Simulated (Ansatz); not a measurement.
# Gallium, hcp under PBE: structure, energy and stiffness, part 2 of 2

The plan for gallium in the hcp structure: relax it, solve it on a dense k-mesh, switch on spin-orbit coupling, then scale the cell to 7 volumes from 88 to 112 % of the relaxed one and try a fit of the equation of state. The k-meshes are 12×12×7 for the relaxation; 20×20×11 for the dense run; 12×12×7 for spin-orbit coupling; 13×13×8 for the volumes.

Ansatz 0.2.0; DFT, PBE, plane waves (420 eV) with PAW, scalar-relativistic.

## (6) Volume × 0.92

input.yaml reads:

```yaml
crystal:
  lattice:
    - [2.9507286791, 0.0, 0.0]
    - [-1.4753643396, 2.5554059957, 0.0]
    - [0.0, 0.0, 4.6575374081]
  atoms:
    - { symbol: Ga, position: [0.3333333333, 0.6666666667, 0.25] }
    - { symbol: Ga, position: [0.6666666667, 0.3333333333, 0.75] }
hamiltonian:
  xc: pbe
  pseudopotentials:
    kind: paw
    azcp:
      Ga: "pseudopotentials/Ga.paw.azcp"
basis:
  ecutwfc: 420
  fft_grid_basis: typed
kpoints:
  mp_grid: { grid: [13, 13, 8], shift: [0, 0, 0] }
magnetization:
  spin_polarized: false
scf:
  occupations: { method: fermi_dirac, width: 0.1 }
  lower_state_search: "off"
output:
  stress: true
```

Launch:

```
> ansatz run input.yaml --threads 1 --pin off --max-ram 3584MiB --backend cpu --events-out ev --progress --plain --runs-dir out
```

Output, shortened:

```text
[...]
Pseudopotentials: kind: paw
Pseudopotential: Ga, paw, valence charge 13, recommended cutoff 420 eV (normal), <dir>
Functional definition: PBE
[...]
Crystal: 2 atoms, lattice volume = 35.119 Å³
Basis set: ecut = 420 eV, 687 PW (Γ)
Bands: 17, of which v1, the nominal top of the filled ones, is band 13 counted from 1 (12 counted from 0)
Symmetry: 24 space group operations
Space group: P63/mmc (ITA 194), of the structure as read, at distance tolerance 3.3e-5 Å
k-points: 105 of 1352
[...]
SCF iter   1: F=—  HF=-7565.947600 eV  |F-HF|=—  |Δ(HF+E_count)|=         —  Δρ=1.76e-3  dr2=8.23e-4  ethr=1.77e-3  ⟨swp⟩=5.0  Hψ=8343  notcnv=0
[...]
SCF iter   6: F=-7565.947108 eV  HF=-7565.947108 eV  |F-HF|=1.78e-8  |Δ(HF+E_count)|=   6.67e-9  Δρ=6.81e-6  dr2=7.86e-9  ethr=5.57e-11  ⟨swp⟩=2.1  Hψ=5767  notcnv=0
[...]
SCF converged after 6 iterations
Free energy (F): -7565.947108 eV
[...]
E sigma→0 (E₀):  -7565.935980 eV
Entropy (-TS):   -0.022258 eV (-11.129 meV/atom)
Fermi energy:    10.765666 eV
[...]
--- Stress (GPa, compression-positive) ---
        4.909546       0.000000       0.000000
       -0.000000       4.909546       0.000000
        0.000000       0.000000       4.884659
  P = ⅓ Tr σ = 4.9013 GPa (49.013 kbar)
```

Wall time 4.7 s (1 thread of Intel Xeon Platinum 8259CL at 2.50GHz (Skylake/Cascade Lake), shared host); peak memory 0.51 GiB.

## (7) Volume × 0.96

input.yaml: that of step 6 with these lines changed.

```diff
@@ -2,5 +2,5 @@
   lattice:
-    - [2.9507286791, 0.0, 0.0]
-    - [-1.4753643396, 2.5554059957, 0.0]
-    - [0.0, 0.0, 4.6575374081]
+    - [2.9928876418, 0.0, 0.0]
+    - [-1.4964438209, 2.5919167285, 0.0]
+    - [0.0, 0.0, 4.7240826474]
   atoms:
```

Launch:

```
> ansatz run input.yaml --threads 1 --pin off --max-ram 3584MiB --backend cpu --events-out ev --progress --plain --runs-dir out
```

Output, shortened:

```text
[...]
[... 3 set-up lines as earlier in the session ...]
[...]
Crystal: 2 atoms, lattice volume = 36.646 Å³
Basis set: ecut = 420 eV, 711 PW (Γ)
Bands: 17, of which v1, the nominal top of the filled ones, is band 13 counted from 1 (12 counted from 0)
[... 2 set-up lines as earlier in the session ...]
k-points: 105 of 1352
[...]
SCF iter   1: F=—  HF=-7565.980812 eV  |F-HF|=—  |Δ(HF+E_count)|=         —  Δρ=1.82e-3  dr2=7.60e-4  ethr=1.77e-3  ⟨swp⟩=5.1  Hψ=8408  notcnv=0
[...]
SCF iter   6: F=-7565.980334 eV  HF=-7565.980334 eV  |F-HF|=9.37e-8  |Δ(HF+E_count)|=   1.09e-7  Δρ=1.49e-5  dr2=3.85e-8  ethr=3.85e-10  ⟨swp⟩=4.0  Hψ=6168  notcnv=0
[...]
SCF converged after 6 iterations
Free energy (F): -7565.980334 eV
[...]
E sigma→0 (E₀):  -7565.969014 eV
Entropy (-TS):   -0.022640 eV (-11.320 meV/atom)
Fermi energy:    10.155845 eV
[...]
--- Stress (GPa, compression-positive) ---
        2.255323      -0.000000       0.000000
       -0.000000       2.255323       0.000000
        0.000000       0.000000       2.029270
  P = ⅓ Tr σ = 2.1800 GPa (21.800 kbar)
```

It took 4.3 s on 1 thread of Intel Xeon Platinum 8259CL at 2.50GHz (Skylake/Cascade Lake), shared host; peak memory 0.52 GiB.

## (8) Volume × 1.0

input.yaml: that of step 7 with these lines changed.

```diff
@@ -2,5 +2,5 @@
   lattice:
-    - [2.9928876418, 0.0, 0.0]
-    - [-1.4964438209, 2.5919167285, 0.0]
-    - [0.0, 0.0, 4.7240826474]
+    - [3.0338911979, 0.0, 0.0]
+    - [-1.516945599, 2.6274268497, 0.0]
+    - [0.0, 0.0, 4.7888041509]
   atoms:
```

Launch:

```
> ansatz run input.yaml --threads 1 --pin off --max-ram 3584MiB --backend cpu --events-out ev --progress --plain --runs-dir out
```

Output, shortened:

```text
[...]
[... 3 set-up lines as earlier in the session ...]
[...]
Crystal: 2 atoms, lattice volume = 38.173 Å³
Basis set: ecut = 420 eV, 725 PW (Γ)
Bands: 17, of which v1, the nominal top of the filled ones, is band 13 counted from 1 (12 counted from 0)
[... 2 set-up lines as earlier in the session ...]
k-points: 105 of 1352
[...]
SCF iter   1: F=—  HF=-7565.990882 eV  |F-HF|=—  |Δ(HF+E_count)|=         —  Δρ=1.84e-3  dr2=6.82e-4  ethr=1.77e-3  ⟨swp⟩=5.1  Hψ=8330  notcnv=0
[...]
SCF iter   6: F=-7565.990511 eV  HF=-7565.990511 eV  |F-HF|=9.62e-8  |Δ(HF+E_count)|=   2.48e-7  Δρ=1.44e-5  dr2=3.70e-8  ethr=3.85e-10  ⟨swp⟩=4.2  Hψ=6334  notcnv=0
[...]
SCF converged after 6 iterations
Free energy (F): -7565.990511 eV
[...]
E sigma→0 (E₀):  -7565.978830 eV
Entropy (-TS):   -0.023362 eV (-11.681 meV/atom)
Fermi energy:    9.596212 eV
[...]
--- Stress (GPa, compression-positive) ---
        0.144879       0.000000       0.000000
        0.000000       0.144879      -0.000000
        0.000000      -0.000000      -0.162573
  P = ⅓ Tr σ = 0.0424 GPa (0.424 kbar)
```

Wall time 5.3 s (1 thread of Intel Xeon Platinum 8259CL at 2.50GHz (Skylake/Cascade Lake), shared host); peak memory 0.53 GiB.

## (9) Volume × 1.04

input.yaml: that of step 8 with these lines changed.

```diff
@@ -2,5 +2,5 @@
   lattice:
-    - [3.0338911979, 0.0, 0.0]
-    - [-1.516945599, 2.6274268497, 0.0]
-    - [0.0, 0.0, 4.7888041509]
+    - [3.0738153974, 0.0, 0.0]
+    - [-1.5369076987, 2.6620022206, 0.0]
+    - [0.0, 0.0, 4.8518219585]
   atoms:
```

Launch:

```
> ansatz run input.yaml --threads 1 --pin off --max-ram 3584MiB --backend cpu --events-out ev --progress --plain --runs-dir out
```

Output, shortened:

```text
[...]
[... 3 set-up lines as earlier in the session ...]
[...]
Crystal: 2 atoms, lattice volume = 39.700 Å³
Basis set: ecut = 420 eV, 761 PW (Γ)
Bands: 17, of which v1, the nominal top of the filled ones, is band 13 counted from 1 (12 counted from 0)
[... 2 set-up lines as earlier in the session ...]
k-points: 105 of 1352
[...]
SCF iter   1: F=—  HF=-7565.983059 eV  |F-HF|=—  |Δ(HF+E_count)|=         —  Δρ=1.62e-3  dr2=5.32e-4  ethr=1.77e-3  ⟨swp⟩=5.1  Hψ=8133  notcnv=0
[...]
SCF iter   6: F=-7565.982615 eV  HF=-7565.982615 eV  |F-HF|=2.76e-9  |Δ(HF+E_count)|=   7.47e-8  Δρ=2.87e-6  dr2=1.48e-9  ethr=3.85e-10  ⟨swp⟩=4.0  Hψ=6213  notcnv=0
[...]
SCF converged after 6 iterations
Free energy (F): -7565.982615 eV
[...]
E sigma→0 (E₀):  -7565.970486 eV
Entropy (-TS):   -0.024258 eV (-12.129 meV/atom)
Fermi energy:    9.080684 eV
[...]
--- Stress (GPa, compression-positive) ---
       -1.529879       0.000000       0.000000
       -0.000000      -1.529879       0.000000
        0.000000       0.000000      -1.833517
  P = ⅓ Tr σ = -1.6311 GPa (-16.311 kbar)
```

It took 5.1 s on 1 thread of Intel Xeon Platinum 8259CL at 2.50GHz (Skylake/Cascade Lake), shared host; peak memory 0.52 GiB.

## (10) Volume × 1.08

input.yaml: that of step 9 with these lines changed.

```diff
@@ -2,5 +2,5 @@
   lattice:
-    - [3.0738153974, 0.0, 0.0]
-    - [-1.5369076987, 2.6620022206, 0.0]
-    - [0.0, 0.0, 4.8518219585]
+    - [3.112728584, 0.0, 0.0]
+    - [-1.556364292, 2.6957020288, 0.0]
+    - [0.0, 0.0, 4.9132439468]
   atoms:
```

Launch:

```
> ansatz run input.yaml --threads 1 --pin off --max-ram 3584MiB --backend cpu --events-out ev --progress --plain --runs-dir out
```

Output, shortened:

```text
[...]
[... 3 set-up lines as earlier in the session ...]
[...]
Crystal: 2 atoms, lattice volume = 41.227 Å³
Basis set: ecut = 420 eV, 809 PW (Γ)
Bands: 17, of which v1, the nominal top of the filled ones, is band 13 counted from 1 (12 counted from 0)
[... 1 set-up line as earlier in the session ...]
Space group: P63/mmc (ITA 194), of the structure as read, at distance tolerance 3.5e-5 Å
k-points: 105 of 1352
[...]
SCF iter   1: F=—  HF=-7565.961021 eV  |F-HF|=—  |Δ(HF+E_count)|=         —  Δρ=1.64e-3  dr2=4.95e-4  ethr=1.77e-3  ⟨swp⟩=5.1  Hψ=7907  notcnv=0
[...]
SCF iter   6: F=-7565.960566 eV  HF=-7565.960566 eV  |F-HF|=2.05e-8  |Δ(HF+E_count)|=   9.64e-8  Δρ=7.78e-6  dr2=1.03e-8  ethr=3.85e-10  ⟨swp⟩=4.0  Hψ=6152  notcnv=0
[...]
SCF converged after 6 iterations
Free energy (F): -7565.960566 eV
[...]
E sigma→0 (E₀):  -7565.948016 eV
Entropy (-TS):   -0.025100 eV (-12.550 meV/atom)
Fermi energy:    8.605028 eV
[...]
--- Stress (GPa, compression-positive) ---
       -2.857055      -0.000000       0.000000
        0.000000      -2.857055       0.000000
        0.000000       0.000000      -3.118162
  P = ⅓ Tr σ = -2.9441 GPa (-29.441 kbar)
```

Wall time 5.2 s (1 thread of Intel Xeon Platinum 8259CL at 2.50GHz (Skylake/Cascade Lake), shared host); peak memory 0.52 GiB.

## (11) Volume × 1.12

input.yaml: that of step 10 with these lines changed.

```diff
@@ -2,5 +2,5 @@
   lattice:
-    - [3.112728584, 0.0, 0.0]
-    - [-1.556364292, 2.6957020288, 0.0]
-    - [0.0, 0.0, 4.9132439468]
+    - [3.1506924302, 0.0, 0.0]
+    - [-1.5753462151, 2.728579684, 0.0]
+    - [0.0, 0.0, 4.9731674617]
   atoms:
```

Launch:

```
> ansatz run input.yaml --threads 1 --pin off --max-ram 3584MiB --backend cpu --events-out ev --progress --plain --runs-dir out
```

Output, shortened:

```text
[...]
[... 3 set-up lines as earlier in the session ...]
[...]
Crystal: 2 atoms, lattice volume = 42.754 Å³
Basis set: ecut = 420 eV, 833 PW (Γ)
Bands: 17, of which v1, the nominal top of the filled ones, is band 13 counted from 1 (12 counted from 0)
[... 2 set-up lines as earlier in the session ...]
k-points: 105 of 1352
[...]
SCF iter   1: F=—  HF=-7565.927831 eV  |F-HF|=—  |Δ(HF+E_count)|=         —  Δρ=1.64e-3  dr2=4.74e-4  ethr=1.77e-3  ⟨swp⟩=5.0  Hψ=7857  notcnv=0
[...]
SCF iter   6: F=-7565.927388 eV  HF=-7565.927388 eV  |F-HF|=9.40e-8  |Δ(HF+E_count)|=   2.68e-7  Δρ=1.55e-5  dr2=4.34e-8  ethr=3.85e-10  ⟨swp⟩=4.0  Hψ=6259  notcnv=0
[...]
SCF converged after 6 iterations
Free energy (F): -7565.927388 eV
[...]
E sigma→0 (E₀):  -7565.914440 eV
Entropy (-TS):   -0.025896 eV (-12.948 meV/atom)
Fermi energy:    8.165710 eV
[...]
--- Stress (GPa, compression-positive) ---
       -3.905893       0.000000       0.000000
        0.000000      -3.905893       0.000000
        0.000000       0.000000      -4.124188
  P = ⅓ Tr σ = -3.9787 GPa (-39.787 kbar)
```

It took 4.8 s on 1 thread of Intel Xeon Platinum 8259CL at 2.50GHz (Skylake/Cascade Lake), shared host; peak memory 0.53 GiB.

## (12) Fitting the volumes

All volumes keep the relaxed shape and fractional coordinates.

```
V (Å³/atom)  E − E₀ (meV/atom)  P from the stress (GPa)  P from the fit (GPa)
     16.796               52.7                     8.35                  8.39
     17.560               21.4                     4.90                  4.88
     18.323                4.9                     2.18                  2.15
     19.087                0.0                     0.04                  0.00
     19.850                4.2                    -1.63                 -1.68
     20.613               15.4                    -2.94                 -2.99
     21.377               32.2                    -3.98                 -4.02
```

A third-order Birch-Murnaghan fit gives V₀ = 19.088 Å³/atom, B₀ = 47 GPa and B₀′ = 5.1; it misses no point by more than 0.02 meV/atom.

## (13) What came out

This closing draws on all 2 parts.

```
                      quantity                                   value
space group (spins left aside)                      P6_3/mmc (No. 194)
             conventional cell  a = 3.034 Å, c = 4.789 Å (c/a = 1.578)
                        volume                          19.087 Å³/atom
             shortest distance                                 2.967 Å
               gap on the mesh            none (levels filled in part)
   relative to alpha-Ga (Cmce)                            +31 meV/atom
                   V₀, B₀, B₀′             19.088 Å³/atom, 47 GPa, 5.1
```

What this shows: From the guessed start the volume shrank by 2.6 % in 6 steps. Against the reference form of gallium (alpha-Ga (Cmce), computed apart with the same settings) it stands 31 meV/atom higher. Levels at the Fermi energy are filled in part, as in a metal. The total energy of the spin-orbit run (on a coarser mesh) lies -83 meV/atom from the scalar one; mesh and treatment of the core enter this figure, so it is no spin-orbit energy. B₀ comes out at 47 GPa; letting shape and positions relax at each volume could only lower it. Relaxation kept the symmetry; phonons were not checked.
